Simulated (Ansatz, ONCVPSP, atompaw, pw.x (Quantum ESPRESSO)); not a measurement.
## Which N potential is closest to all-electron in the bcc crystal?

All use PBE, scalar-relativistic, no spin, cutoffs from each file’s atomic test, pw.x 7.5; 18³ k-points, Fermi–Dirac smearing 0.01 Ry. Δ is the rms difference from all-electron LAPW of the E(V) curves that follow from fits to the pressures, over ±6 % in volume. Mesh and smearing are coarse and serve the comparison alone. The files are a selection: those with a ghost or negative overlap were mostly not run, and those with noisy or unconverged pressures or nearly equal Δ are left out. Spin polarisation is left out.

All-electron: a0 = 2.438 Å (V0 = 7.24 Å³/atom), B0 = 184.8 GPa.

**Question.** Rank them by Δ, smallest first.
A. optimised norm-conserving Vanderbilt (ONCV), ONCVPSP 4.0.1.1 (patched build), PBE; core [He], reference 2s2 2p3; waves: 2s: rc 0.85 bohr, ncon 5, nbas 10, qcut 9.2 1/bohr, 1 projector; 2p: rc 2.05 bohr, ncon 3, nbas 6, qcut 8.5 1/bohr, 2 projectors, debl 2.2 Ha; d scattering state at 0.12 Ha: rc 2.15 bohr, ncon 4, nbas 8, qcut 4.8 1/bohr, 2 projectors, debl 3.9 Ha; local part: polynomial inside 0.75 bohr (lpopt 3, dvloc0 0 Ha); core correction: Teter function, fcfact 2.5, rcfact 1.1.
B. PAW, atompaw 4.2.0.5, PBE; core [He], reference 2s2 2p3; waves: 2s (bound): rc 2.05 bohr; 2s channel at 0.6 Ry: rc 2.05 bohr; 2p (bound): rc 2.00 bohr; 2p channel at 2.4 Ry: rc 2.05 bohr; 3d channel at 0.4 Ry: rc 2.05 bohr; 3d channel at 2.6 Ry: rc 2.05 bohr; local part: troulliermartins scheme with l = 3 at 0 Ry, radius 1.80 bohr; core correction: smooth core density matched at 1.85 bohr; augmentation: besselshape compensation charge, radius 1.65 bohr; PAW radius 2.05 bohr; waves and projectors: custom rrkj gramschmidtortho.
C. optimised norm-conserving Vanderbilt (ONCV), ONCVPSP 4.0.1.1 (patched build), PBE; core [He], reference 2s2 2p3; waves: 2s: rc 1.10 bohr, ncon 4, nbas 8, qcut 7.5 1/bohr, local; 2p: rc 2.60 bohr, ncon 4, nbas 7, qcut 5.5 1/bohr, 2 projectors, debl 1.5 Ha; d scattering state at 0.04 Ha: rc 2.50 bohr, ncon 4, nbas 8, qcut 3.9 1/bohr, 2 projectors, debl 3 Ha; local part: the s channel; core correction: none.
D. PAW, atompaw 4.2.0.5, PBE; core [He], reference 2s2 2p3; waves: 2s (bound): rc 2.50 bohr; 2s channel at -0.35 Ry: rc 2.50 bohr; 2p (bound): rc 2.50 bohr; 2p channel at 1.25 Ry: rc 2.50 bohr; 3d channel at 0.05 Ry: rc 2.50 bohr; local part: bessel scheme, radius 1.80 bohr; core correction: smooth core density matched at 1.50 bohr; augmentation: besselshape compensation charge, radius 2.45 bohr; PAW radius 2.50 bohr; waves and projectors: custom polynom vanderbiltortho.

**Answer.** A (0.4 meV/atom), C (1.8 meV/atom), D (4.5 meV/atom), B (8.5 meV/atom).
